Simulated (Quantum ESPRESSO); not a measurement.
# MnO (Fm-3m) in Quantum ESPRESSO: notebook, part 2 of 2

Quantum ESPRESSO 7.5. Earlier steps stand in the parts before.

## (3) Single point, PBEsol, collinear spin, ferromagnetic start

Input file run.py:

```python
import numpy as np
from ase.calculators.espresso import Espresso, EspressoProfile
from ase.io import read

atoms = read('MnO.xyz')
atoms.set_initial_magnetic_moments([4.0, 0.0])

input_data = {
    'control': {'calculation': 'scf', 'prefix': 'pwscf', 'outdir': './tmp', 'tprnfor': True, 'tstress': True, 'disk_io': 'nowf'},
    'system': {'ecutwfc': 45.0, 'ecutrho': 360.0, 'nbnd': 20, 'occupations': 'smearing', 'smearing': 'fd', 'degauss': 0.00367493, 'nspin': 2},
    'electrons': {'conv_thr': 4e-10, 'electron_maxstep': 120, 'mixing_beta': 0.3},
}
pseudopotentials = {'O': 'o_pbesol_v1.2.uspp.F.UPF', 'Mn': 'mn_pbesol_v1.5.uspp.F.UPF'}
profile = EspressoProfile(command='mpirun -n 2 pw.x -nk 2', pseudo_dir='pseudo')
dft = Espresso(profile=profile, input_data=input_data, pseudopotentials=pseudopotentials, kpts=(10, 10, 10), koffset=(0, 0, 0))
atoms.calc = dft

print(f'energy {atoms.get_potential_energy():.8f} eV')
print('forces (eV/A)')
print(np.round(atoms.get_forces(), 6))
print('stress (eV/A^3, Voigt)')
print(np.round(atoms.get_stress(), 8))
print(f'Fermi level {dft.get_fermi_level():.4f} eV')
```

Input file MnO.xyz:

```xyz
2
Lattice="0.0000000000 2.2239077028 2.2239077028 2.2239077028 0.0000000000 2.2239077028 2.2239077028 2.2239077028 0.0000000000" Properties=species:S:1:pos:R:3 pbc="T T T"
Mn     0.0000000000      0.0000000000      0.0000000000
O      2.2239077028      2.2239077028      2.2239077028
```

Potentials or basis: GBRV 1.5 PBEsol.

Launch:

```console
> OMP_NUM_THREADS=1 python run.py
```

Output:

```text
energy -3310.69912896 eV
forces (eV/A)
[[-0.  0. -0.]
 [ 0. -0.  0.]]
stress (eV/A^3, Voigt)
[ 0.04291285  0.04291285  0.04291285 -0.         -0.         -0.        ]
Fermi level 13.1740 eV
```

espresso.pwi:

```text
&CONTROL
   calculation      = 'scf'
   tstress          = .true.
   tprnfor          = .true.
   outdir           = './tmp'
   prefix           = 'pwscf'
   disk_io          = 'nowf'
   pseudo_dir       = 'pseudo'
/
&SYSTEM
   nbnd             = 20
   ecutwfc          = 45.0
   ecutrho          = 360.0
   occupations      = 'smearing'
   degauss          = 0.00367493
   smearing         = 'fd'
   nspin            = 2
   starting_magnetization(1) = 4.0
   starting_magnetization(2) = 0.0
   ntyp             = 2
   nat              = 2
   ibrav            = 0
/
&ELECTRONS
   electron_maxstep = 120
   conv_thr         = 4e-10
   mixing_beta      = 0.3
/
&IONS
/
&CELL
/
&FCP
/
&RISM
/
ATOMIC_SPECIES
Mn  54.938044 mn_pbesol_v1.5.uspp.F.UPF
O  15.999 o_pbesol_v1.2.uspp.F.UPF

K_POINTS automatic
10 10 10  0 0 0

CELL_PARAMETERS angstrom
0.00000000000000 2.22390770280000 2.22390770280000
2.22390770280000 0.00000000000000 2.22390770280000
2.22390770280000 2.22390770280000 0.00000000000000

ATOMIC_POSITIONS angstrom
Mn  0.0000000000 0.0000000000 0.0000000000  
O  2.2239077028 2.2239077028 2.2239077028
```

espresso.pwo:

```text
This program is part of the open-source Quantum ESPRESSO suite
     for quantum simulation of materials; please cite
         "P. Giannozzi et al., J. Phys.:Condens. Matter 21 395502 (2009);
         "P. Giannozzi et al., J. Phys.:Condens. Matter 29 465901 (2017);
         "P. Giannozzi et al., J. Chem. Phys. 152 154105 (2020);
     in publications or presentations arising from this work. More details at

Warning: card &CELL ignored
Warning: card &FCP ignored
Warning: card &RISM ignored

     Message from routine setup:
     using ibrav=0 with symmetry is DISCOURAGED, use correct ibrav instead

     K-points division:     npool     =       2
     Subspace diagonalization in iterative solution of the eigenvalue problem:
     a serial algorithm will be used

     G-vector sticks info
     --------------------
     sticks:   dense  smooth     PW     G-vecs:    dense   smooth      PW
     Sum         871     433    151                17153     5985    1139

     Using Slab Decomposition

     bravais-lattice index     =            0
     lattice parameter (alat)  =       5.9433  a.u.
     unit-cell volume          =     148.4489 (a.u.)^3
     number of atoms/cell      =            2
     number of atomic types    =            2
     number of electrons       =        21.00
     number of Kohn-Sham states=           20
     kinetic-energy cutoff     =      45.0000  Ry
     charge density cutoff     =     360.0000  Ry
     scf convergence threshold =      4.0E-10
     mixing beta               =       0.3000
     number of iterations used =            8  plain     mixing
     Exchange-correlation= SLA  PW   PSX  PSC
                           (   1   4  10   8   0   0   0)

[... 248 lines left out ...]

 ------ SPIN UP ------------

          k = 0.0000 0.0000 0.0000 (   749 PWs)   bands (ev):

   -68.2404 -37.0869 -37.0869 -37.0869  -7.0367   9.3661   9.3661   9.3661
     9.9553   9.9553   9.9553  10.4850  10.4850  12.5393  26.8954  29.2092
    29.2092  29.2092  32.5930  32.5930
[... 273 lines left out ...]
   -68.2316 -37.1332 -37.1226 -37.1113  -5.9753   6.4381   6.9305   7.0212
    10.4514  10.9419  11.1474  11.1906  12.1587  19.7502  21.0487  21.6196
    24.2934  30.1674  33.0207  38.6188

 ------ SPIN DOWN ----------

          k = 0.0000 0.0000 0.0000 (   749 PWs)   bands (ev):

   -63.3224 -32.2748 -32.2748 -32.2748  -6.5491   9.8094   9.8094   9.8094
    13.8644  13.9241  13.9241  13.9241  14.5780  14.5780  27.6200  30.8102
    30.8102  30.8102  34.9316  34.9316
[... 273 lines left out ...]
   -63.3116 -32.3336 -32.3200 -32.3058  -5.5200   7.1777   7.7511   7.9992
    13.9345  14.9059  15.3617  15.6352  16.0695  21.6108  22.3394  23.2226
    25.8733  31.5918  34.2129  40.0376

     the Fermi energy is    13.1740 ev

!    total energy              =    -243.33191912 Ry
     estimated scf accuracy    <          3.7E-10 Ry
     smearing contrib. (-TS)   =      -0.00057853 Ry
     internal energy E=F+TS    =    -243.33134059 Ry

     The total energy is F=E-TS. E is the sum of the following terms:
     one-electron contribution =    -109.51452316 Ry
     hartree contribution      =      65.60714157 Ry
     xc contribution           =     -33.71597894 Ry
     ewald contribution        =    -165.70798005 Ry

     total magnetization       =     4.78 Bohr mag/cell
     absolute magnetization    =     4.78 Bohr mag/cell

     convergence has been achieved in  11 iterations

     negative rho (up, down):  0.000E+00 2.969E-04

     Forces acting on atoms (cartesian axes, Ry/au):

     atom    1 type  1   force =    -0.00000000    0.00000000   -0.00000000
     atom    2 type  2   force =     0.00000000   -0.00000000    0.00000000

     Total force =     0.000000     Total SCF correction =     0.000000

     Computing stress (Cartesian axis) and pressure

     negative rho (up, down):  0.000E+00 2.969E-04
          total   stress  (Ry/bohr**3)                   (kbar)     P=      -68.75
  -0.00046738   0.00000000   0.00000000          -68.75        0.00        0.00
   0.00000000  -0.00046738   0.00000000            0.00      -68.75        0.00
   0.00000000   0.00000000  -0.00046738            0.00        0.00      -68.75

=------------------------------------------------------------------------------=
   JOB DONE.
=------------------------------------------------------------------------------=
```

Run time: 11 s. Hardware: 2 MPI ranks of Arm Neoverse V2, shared host; peak memory 0.18 GiB.

What came out:

| Item | Value |
| --- | --- |
| Free energy | -3310.6994 eV |
| Pressure | -6.9 GPa |
| Band gap on the k mesh | none (metal or under the smearing width) |
| Net moment | 4.78 μB per cell |
| Absolute moment | 4.78 μB per cell |
| Site moments | Mn +4.05; O +0.23 μB |
| Valence electrons inside the program's atomic spheres | Mn 12.59; O 5.91 |

Caveat: a cell with one magnetic atom can't hold antiferromagnetic order, which such compounds often take; semilocal functionals often make such compounds metallic where correlation or magnetic order opens a gap, which also shifts bond lengths.
